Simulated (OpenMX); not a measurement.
W:

```
CELL_PARAMETERS angstrom
-1.58234 1.58234 1.58234
1.58234 -1.58234 1.58234
1.58234 1.58234 -1.58234
ATOMIC_POSITIONS crystal
W 0.00000 0.00000 0.00000
```

Program: OpenMX 3.8.5. Alike in all runs: task band structure; no spin polarisation; cell as given; k mesh 13 × 13 × 13; smearing fermi-dirac 0.05 eV.

Question: Order these runs on this cell by their pressure, lowest first.
A. level LDA; potentials or basis OpenMX 2013 LDA set, W7.0-s3p2d2f1, grid cutoff 400 Ry
B. level PBE; potentials or basis OpenMX 2013 PBE set, W7.0-s3p2d2, grid cutoff 400 Ry
C. level PBE; potentials or basis OpenMX 2013 PBE set, W7.0-s3p2d2f2, grid cutoff 400 Ry

Answer: A (-9.5 GPa), C (6.2 GPa), B (10.2 GPa).

Caveats: the basis of atomic orbitals isn't converged, which shifts pressures, moduli and gaps.
